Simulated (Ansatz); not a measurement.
A relaxation computed with Ansatz, from input to last step.

```yaml
crystal:
  lattice:
    - [0.0, 1.8969867002, 1.8969867002]
    - [1.8969867002, 0.0, 1.8969867002]
    - [1.8969867002, 1.8969867002, 0.0]
  atoms:
    - { symbol: Rh, position: [0.0, 0.0, 0.0] }
basis:
  ecutwfc: 420
kpoints:
  mp_grid: { grid: [18, 18, 18] }
hamiltonian:
  xc: pbe
scf:
  occupations: { method: gaussian, width: 0.1 }
output:
  forces: true
  stress: true
  eigenvalues: true
relax:
  adjacent_minimum: "off"
  f_tol: 0.008
  max_steps: 50
  cell: { stress_tol: 0.08, p_target: 3.0 }
```

```bash
ansatz run input.yaml --threads 1 --pin off --max-ram 2560MiB --backend cpu --events-out ev --progress --plain --runs-dir out
```

Computed with DFT PBE, scalar-relativistic, plane waves, PAW (Ansatz).

Of 5 frames 5 are shown, positions in Å and forces in eV/Å; the SCF threshold varies from step to step. Steps run on the plane waves of an earlier cell, with a Pulay correction in the pressure. The basis is chosen afresh for the last frame, the zero of the energies, and at times for earlier ones too; energy and pressure step there, also at an unchanged geometry. The relaxation lowers the enthalpy F + PV at the target pressure, so the free energy itself can rise.

```xyz
1
Lattice="0.0000 1.8970 1.8970 1.8970 0.0000 1.8970 1.8970 1.8970 0.0000" Properties=species:S:1:pos:R:3:forces:R:3 pbc="T T T" step=1 free_energy_over_end_meV_per_atom=7.85 pressure_GPa=7.84
Rh    0.0000    0.0000    0.0000    0.0000    0.0000    0.0000
1
Lattice="0.0000 1.9164 1.9164 1.9164 0.0000 1.9164 1.9164 1.9164 0.0000" Properties=species:S:1:pos:R:3:forces:R:3 pbc="T T T" step=2 free_energy_over_end_meV_per_atom=-1.11 pressure_GPa=-0.58
Rh    0.0000    0.0000    0.0000    0.0000    0.0000    0.0000
1
Lattice="0.0000 1.9081 1.9081 1.9081 0.0000 1.9081 1.9081 1.9081 0.0000" Properties=species:S:1:pos:R:3:forces:R:3 pbc="T T T" step=3 free_energy_over_end_meV_per_atom=0.04 pressure_GPa=2.87
Rh    0.0000    0.0000    0.0000    0.0000    0.0000    0.0000
1
Lattice="0.0000 1.9078 1.9078 1.9078 0.0000 1.9078 1.9078 1.9078 0.0000" Properties=species:S:1:pos:R:3:forces:R:3 pbc="T T T" step=4 free_energy_over_end_meV_per_atom=0.16 pressure_GPa=3.00
Rh    0.0000    0.0000    0.0000    0.0000    0.0000    0.0000
1
Lattice="0.0000 1.9078 1.9078 1.9078 0.0000 1.9078 1.9078 1.9078 0.0000" Properties=species:S:1:pos:R:3:forces:R:3 pbc="T T T" step=5 free_energy_over_end_meV_per_atom=0.00 pressure_GPa=3.00
Rh    0.0000    0.0000    0.0000    0.0000    0.0000    0.0000
```

The run took 12 s on 1 thread of Arm Neoverse V1, on a shared host, peak memory 0.3 GiB.